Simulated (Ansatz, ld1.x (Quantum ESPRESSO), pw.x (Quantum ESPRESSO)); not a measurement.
Equation-of-state test of one RRKJ potential (Mo (Z = 42))

molybdenum (Mo), norm-conserving RRKJ (Kleinman–Bylander form), made with ld1.x (Quantum ESPRESSO) 7.5 (PBE, scalar-relativistic). Core [Kr], reference 4d5 5s1 5p0. Waves: 5p (bound, empty): rc 4.20 bohr; 4d (bound): rc 1.08 bohr; 5s (bound): rc 2.85 bohr. Local part: the s channel. Core correction: a·sin(br)/r model core, default radius (core density twice the valence density). rho0 = 0.005.

Crystal test: fcc Mo in pw.x 7.5, no spin, 14³ k-points, Fermi–Dirac smearing 0.01 Ry, cutoffs 145/580 Ry. The reference is all-electron LAPW (Ansatz 0.2.0) with the same functional, mesh and smearing; V0 and B0 come from Birch–Murnaghan fits to the pressures at five volumes. Errors are pseudo minus all-electron; Δ is the rms difference of the E(V) curves that follow from these fits, minima aligned, over ±6 % about the mean V0. Mesh and smearing are coarse, so the numbers serve the comparison and aren't converged zero-temperature values; the lattice is a test structure that the element need not adopt.

| V (Å³/atom) | P all-electron (GPa) | P pseudo (GPa) |
| --- | --- | --- |
| 15.226 | 13.93 | 24.88 |
| 15.626 | 6.76 | 16.64 |
| 16.027 | 0.44 | 9.38 |
| 16.428 | -5.13 | 2.99 |
| 16.828 | -10.04 | -2.63 |

All-electron: a0 = 4.005 Å (V0 = 16.06 Å³/atom), B0 = 235.3 GPa.

Pseudopotential: mean pressure error (GPa): +9.06; a0 (Å): 4.052; a0 error (%): +1.19; B0 error (%): -1.0; Δ (meV/atom): 29.8. The largest radius (4.20 bohr) exceeds half the bond length (2.67 bohr), so the spheres overlap, which is one possible source of error among others. This is a poor potential for the solid.

**Question.** At the middle volume, how do free energy and pressure move when the wave cutoff is lowered (ecutrho kept at four times it)?

**Answer.**

```tsv
cutoff (Ry)	shift of F (meV/atom)	shift of P (GPa)
65	+372.2	-7.33
87	+95.8	-4.06
116	+3.4	-0.43
```

Input at the middle volume:

```
&control
  calculation='scf', prefix='x', pseudo_dir='./', outdir='./tmp', tstress=.true., disk_io='none'
/
&system
  ibrav=0, nat=1, ntyp=1, ecutwfc=145, ecutrho=580, nbnd=10,
  occupations='smearing', smearing='fd', degauss=0.01
/
&electrons
  conv_thr=1e-09, mixing_beta=0.4, electron_maxstep=70
/
ATOMIC_SPECIES
Mo 1.0 Mo.UPF
CELL_PARAMETERS angstrom
  0.00000000 2.00112437 2.00112437
  2.00112437 0.00000000 2.00112437
  2.00112437 2.00112437 0.00000000
ATOMIC_POSITIONS crystal
Mo 0.0000 0.0000 0.0000
K_POINTS automatic
14 14 14 0 0 0
```

```bash
pw.x < Mo.scf.in > Mo.scf.out
```

Lines of the output:

```
Message from routine setup:
     using ibrav=0 with symmetry is DISCOURAGED, use correct ibrav instead
     lattice parameter (alat)  =       5.3480  a.u.
     unit-cell volume          =     108.1556 (a.u.)^3
     number of electrons       =         6.00
     number of Kohn-Sham states=           10
     kinetic-energy cutoff     =     145.0000  Ry
     charge density cutoff     =     580.0000  Ry
     scf convergence threshold =      1.0E-09
     Exchange-correlation= PBE
     number of k points=   104  Fermi-Dirac smearing, width (Ry)=  0.0100
     iteration #  1     ecut=   145.00 Ry     beta= 0.40
     total energy              =     -25.95124278 Ry
     estimated scf accuracy    <       0.11101090 Ry
     iteration #  2     ecut=   145.00 Ry     beta= 0.40
     total energy              =     -25.95277271 Ry
     estimated scf accuracy    <       0.01272533 Ry
     iteration #  3     ecut=   145.00 Ry     beta= 0.40
     total energy              =     -25.95512395 Ry
     estimated scf accuracy    <       0.00017425 Ry
     iteration #  4     ecut=   145.00 Ry     beta= 0.40
     total energy              =     -25.95513268 Ry
     estimated scf accuracy    <       0.00005481 Ry
     iteration #  5     ecut=   145.00 Ry     beta= 0.40
     total energy              =     -25.95514593 Ry
     estimated scf accuracy    <       0.00000889 Ry
     iteration #  6     ecut=   145.00 Ry     beta= 0.40
     total energy              =     -25.95514758 Ry
     estimated scf accuracy    <          1.6E-09 Ry
     iteration #  7     ecut=   145.00 Ry     beta= 0.40
     the Fermi energy is    13.3675 ev
!    total energy              =     -25.95514759 Ry
     estimated scf accuracy    <          5.7E-10 Ry
     smearing contrib. (-TS)   =      -0.00564833 Ry
     The total energy is F=E-TS. E is the sum of the following terms:
     one-electron contribution =      10.81997808 Ry
     hartree contribution      =       0.45404006 Ry
     xc contribution           =     -15.39994557 Ry
     ewald contribution        =     -21.82357184 Ry
     convergence has been achieved in   7 iterations
          total   stress  (Ry/bohr**3)                   (kbar)     P=       93.79
     Message from routine punch:
     Nothing written, as per user request (disk_io='none')
```

The run at the middle volume (104 k-points, 7 iterations) took about 44 s on one core of a shared host (Neoverse-V1, 32 threads, 247 GiB, load 21).
